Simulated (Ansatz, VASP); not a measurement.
**Cu: VASP beside Ansatz**

```
CELL_PARAMETERS angstrom
2.37224 0.00000 0.00000
0.00000 2.37224 0.00000
0.00000 0.00000 2.37224
ATOMIC_POSITIONS crystal
Cu 0.00000 0.00000 0.00000
```

Alike in both runs: task single point; functional RPBE; k mesh 14 × 14 × 14; occupations fermi-dirac, width 0.1 eV; no spin polarisation.

|  | VASP | Ansatz |
| --- | --- | --- |
| version | VASP 6.6.1 | Ansatz 0.2.0 |
| potentials or method | VASP PAW PBE potentials, release 64 (Cu) | plane waves (420 eV) with PAW, scalar-relativistic |
| plane-wave cutoff (eV) | 520 | 420 |
| valence electrons in the cell | 11 | 19 |

Ansatz gave:

| Item | Value |
| --- | --- |
| pressure (GPa) | 9.1 |

What did VASP give for the same quantities?

Pressure (GPa): 9.7.

The two sets of potentials don't hold the same shells in valence.

Caveats: the PAW data sets were made with another functional, which shifts forces and pressure a little (VASP).
